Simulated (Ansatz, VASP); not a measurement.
## One calculation of Au, two programs

```
Au
1.0
     2.71633    0.00000    0.00000
    -1.35816    2.35241    0.00000
     0.00000    0.00000    2.66419
Au
1
Cartesian
  0.0000 0.0000 0.0000
```

Change from the starting cell: volume scaled by 0.88, LAPW.

Alike in both runs: task single point; functional PBE; k mesh 15 × 15 × 14; occupations fermi-dirac, width 0.08 eV; no spin polarisation.

```csv
,VASP,Ansatz
version,VASP 6.6.1,Ansatz 0.2.0
potentials or method,"VASP PAW PBE potentials, release 64 (Au), cutoff 520 eV","all-electron LAPW, scalar-relativistic"
```

Ansatz gave:

```
pressure (GPa) : 22.4
```

Problem. Estimate VASP's values.

Solution. Pressure (GPa): 22.0.

Ansatz ran all-electron here, so the differences hold the error of VASP's frozen core and of both bases.

Caveats: so large a pressure means that the cell lies far from this level's equilibrium, or that cutoff or potentials fall short (VASP). Spin-orbit coupling is left out, which matters for the levels of Au.
